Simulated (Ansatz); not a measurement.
**SiO₂ (P6_3/mmc)**

All numbers below come from Ansatz, DFT PBE, scalar-relativistic, plane waves, PAW.

Plane waves to 420 eV, a k mesh through Γ of 6×6×4 on the computed 12-atom cell and Gaussian smearing (0.02 eV); no spin polarisation.

The structure is relaxed at this level of theory with its symmetry kept. This form isn't the usual stable structure of the compound.

```xyz
12
Lattice="5.2760 0.0000 0.0000 -2.6380 4.5692 0.0000 0.0000 0.0000 8.6117" Properties=species:S:1:pos:R:3 pbc="T T T"
Si    0.0000    3.0461    0.5377
Si    2.6380    1.5231    4.8436
Si    0.0000    3.0461    3.7681
Si    2.6380    1.5231    8.0740
O     0.0000    3.0461    2.1529
O     2.6380    1.5231    6.4588
O     2.6380    0.0000    0.0000
O     1.3190    2.2846    4.3059
O    -1.3190    2.2846    0.0000
O     2.6380    0.0000    4.3059
O     1.3190    2.2846    0.0000
O    -1.3190    2.2846    4.3059
```

(1) Formation energy from the elements' standard states (uncorrected)?

(2) Kohn–Sham band gap?

(3) Löwdin character of the top 1 eV of the valence band?

(4) Electron masses at the edge by Cartesian direction of the standard setting (m_e; degenerate bands sorted by energy; no spin-orbit coupling)?

(5) Hole masses at the edge by Cartesian direction of the standard setting (m_e; degenerate bands sorted by energy; no spin-orbit coupling)?

(6) Bulk modulus?

(7) Its pressure derivative?

(8) Electronic dielectric constant xx, yy, zz of the standard setting (independent particles)?

Answers

(1) -2.771 eV/atom.

(2) 5.37 eV, direct at Γ.

(3) O 2p 97 %.

(4) x: 0.58; y: 0.58; z: 0.58.

(5) x: 0.94, 1.3, 9.4, 1.3; y: 0.94, 1.2, 9.4, 1.3; z: over 30, over 30, 0.96, 0.96.

(6) 145 GPa.

(7) 4.0.

(8) 2.2, 2.2, 2.2.

Cost: 12 runs of about 17 core-minutes in all, on Arm Neoverse V1 (shared hosts).